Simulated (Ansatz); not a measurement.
The system is ZrC.

```
Zr C
1.0
     0.00000    2.36500    2.36500
     2.36500    0.00000    2.36500
     2.36500    2.36500    0.00000
Zr C
1 1
Cartesian
  2.3650 2.3650 2.3650
  0.0000 0.0000 0.0000
```

Base run:

* Program: Ansatz 0.2.0
* Functional: PBE
* Potentials or basis: Ansatz PAW
* Cutoff: 420 eV (not typed: the program's choice for these potentials)
* k mesh: 10 × 10 × 10
* Occupations: fermi-dirac, width 0.05 eV
* Spin: no spin polarisation

Its results: band gap on the k mesh none (metal or under the smearing width); pressure -2.9 GPa.

Problem. After a change of settings the same cell gave: band gap on the k mesh none (metal or under the smearing width); pressure -12.5 GPa. Which change was it?
A. functional from PBE to m-r2SCAN; cutoff from 420 eV (not typed: the program's choice for these potentials) to 500 eV (not typed: the program's choice for these potentials)
B. functional from PBE to LDA; spin from no spin polarisation to spin-orbit coupling, no magnetisation; potential files from those of the base run to others of the same set
C. cutoff from 420 eV (not typed: the program's choice for these potentials) to 800 eV

Solution. B.

Caveats: the PAW data sets come from PBE, with cores solved anew for the run's functional, which leaves a small shift of forces and pressure (some runs).
